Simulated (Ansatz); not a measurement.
Field gradients of YH3O3 from run to run

Cell of run 1: a computed structure from the Materials Project (it need not be an observed phase), atoms as given.

Space group P6_3 (No. 173); a = 6.3817, c = 3.5180 Å, γ = 120.00°.

| site | Wyckoff | site symmetry | x | y | z |
| --- | --- | --- | --- | --- | --- |
| Y | 2b | 3.. | 0.3333 | 0.6667 | 0.8127 |
| H | 6c | 1 | 0.8612 | 0.7192 | 0.8508 |
| O | 6c | 1 | 0.6906 | 0.6042 | 0.8081 |

One atom of each set is listed.

All runs are DFT with Ansatz 0.2.0 (plane waves and PAW, scalar-relativistic unless spin–orbit coupling is named, Γ-centred meshes, Fermi–Dirac smearing where given) in this cell.

Run 1: PBE, atoms as given; 420 eV, 4×4×6 k-points, smearing 0.02 eV.
Run 2: r2SCAN, atoms as given; 500 eV, 4×4×6 k-points, smearing 0.02 eV.
Run 3: PBE with spin–orbit coupling, atoms as given; 420 eV, 4×4×6 k-points, smearing 0.02 eV.

```tsv
run	Y V_zz (η)	H V_zz (η)	O V_zz (η)
1	-4.99 (0.00)	4.21 (0.01)	11.96 (0.09)
2	-5.01 (0.00)	4.14 (0.01)	12.60 (0.08)
3	?	?	?
```

V_zz in 10²¹ V/m².

**Question.** Estimate the row of run 3.

**Answer.** Y: -4.99 (0.00); H: 4.21 (0.01); O: 11.96 (0.09). It lies nearest to run 1, from whose tensors on these sites it differs by 0.00 at most (largest principal value of the difference). Taken one at a time, the functional (r2SCAN with its higher cutoff) moves the tensors on these sites by up to 0.64 (largest principal value of the change, on O), spin–orbit coupling by 0.00.

In run 2 the atoms aren't at the calculated equilibrium (largest force 0.46 eV/Å).
